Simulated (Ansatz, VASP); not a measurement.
## KBr: VASP beside Ansatz

INCAR

```
PREC = Accurate ; ENCUT = 520
EDIFF = 1E-6 ; ISMEAR = 0
SIGMA = 0.01 ; LREAL = False
LASPH = True ; NELM = 100
ALGO = Normal ; ISIF = 2
LWAVE = False ; LCHARG = False
GGA = CA ; NBANDS = 15
```

File KPOINTS:

```
Automatic mesh
0
Gamma
  6 6 6
```

The input POSCAR:

```
KBr
1.0
    0.0000000000      3.1875533123      3.1875533123
    3.1875533123      0.0000000000      3.1875533123
    3.1875533123      3.1875533123      0.0000000000
K Br
1 1
Direct
    0.0000000000      0.0000000000      0.0000000000
    0.5000000000      0.5000000000      0.5000000000
```

Input for Ansatz:

```yaml
crystal:
  lattice:
    - [0.0, 3.18755331232, 3.18755331232]
    - [3.18755331232, 0.0, 3.18755331232]
    - [3.18755331232, 3.18755331232, 0.0]
  atoms:
    - { symbol: K, position: [0.0, 0.0, 0.0] }
    - { symbol: Br, position: [0.5, 0.5, 0.5] }
kpoints:
  mp_grid: { grid: [6, 6, 6] }
scf:
  occupations: { method: fixed }
hamiltonian:
  xc: lda
  pseudopotentials: { kind: all_electron, lapw: { basis_error: 0.001 } }
output:
  forces: true
  stress: true
  eigenvalues: true
  eigenstates:
    nscf_kmesh: { grid: [10, 10, 10] }
    de_dk: true
    e_range: [-9, 14.31614632931]
  optics:
    e_range: [0, 20]
    de: 0.2
    sigma: 0.2
    bands: { spectra_wanted_up_to: 20 }
    nscf_kmesh: { grid: [10, 10, 10] }
checkpoint:
  write: ck
  write_wavefunctions: false
```

Alike in both runs: task single point; functional LDA; k mesh 6 × 6 × 6; no spin polarisation.

|  | VASP | Ansatz |
| --- | --- | --- |
| version | VASP 6.6.1 | Ansatz 0.2.0 |
| potentials or method | VASP PAW LDA potentials, release 64 (K_sv, Br) | all-electron LAPW, scalar-relativistic |
| plane-wave cutoff (eV) | 520 | see its input |
| occupations | gaussian, width 0.01 eV | fixed |

Ansatz gave:

- gap on the k mesh at the Fermi level (eV): 4.32
- pressure (GPa): 0.0

Problem. Which values does VASP return?

Solution. gap on the k mesh at the Fermi level (eV): 4.32; pressure (GPa): 0.1.

Ansatz ran all-electron here, so the differences hold the error of VASP's frozen core and of both bases.
